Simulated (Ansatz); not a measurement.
## Co: single point with PBEsol

Co:

```
Co
1.0
     2.47200    0.00000    0.00000
    -1.23600    2.14081    0.00000
     0.00000    0.00000    4.02114
Co
2
Cartesian
  1.2360 0.7136 3.0159
  0.0000 1.4272 1.0053
```

```json
{
  "Program": "Ansatz 0.2.0",
  "Task": "single point",
  "Functional": "PBEsol",
  "Potentials or basis": "Ansatz PAW",
  "Cutoff": "420 eV (not typed: the program's choice for these potentials)",
  "k mesh": "12 × 12 × 7",
  "Occupations": "fermi-dirac, width 0.05 eV",
  "Spin": "collinear spin, random start",
  "Starting moments": "[0.68, -2.21] μB"
}
```

```
Pressure               : -5.8 GPa
Band gap on the k mesh : none (metal or under the smearing width)
Net moment             : -3.20 μB per cell
Absolute moment        : 3.48 μB per cell
Site moments           : Co -1.66 μB
```

Stress tensor (GPa, compression positive):
```
-4.82  0.00  0.00
 0.00 -4.82  0.00
 0.00  0.00 -7.63
```

Levels at points of the mesh, in eV from the Fermi level:
Spin up:
| k point | band 12 | band 13 | band 14 | band 15 | band 16 | band 17 | band 18 | band 19 |
| --- | --- | --- | --- | --- | --- | --- | --- | --- |
| (0.00, 0.00, 0.00) | -0.99 | -0.99 | -0.62 | -0.62 | -0.30 | -0.15 | -0.15 | 1.10 |
| (0.00, -0.50, 0.00) | -1.92 | -1.14 | -1.10 | -0.67 | 1.26 | 1.36 | 1.42 | 2.62 |
Spin down:
```tsv
k point	band 15	band 16	band 17	band 18	band 19	band 20	band 21	band 22	band 23
(0.00, 0.00, 0.00)	-2.29	-1.90	-1.90	-0.77	-0.77	-0.31	6.37	21.94	24.59
(0.00, -0.50, 0.00)	-2.22	-0.61	-0.54	-0.46	1.33	3.37	9.66	10.31	12.76
```

Wall time 12 s on 2 threads of AMD EPYC 7R43 64-Core Processor (Zen 3), on a shared host, peak memory 0.43 GiB.

Caveat: the PAW data sets come from PBE, with cores solved anew for the run's functional, which leaves a small shift of forces and pressure; the starting moments weren't kept.
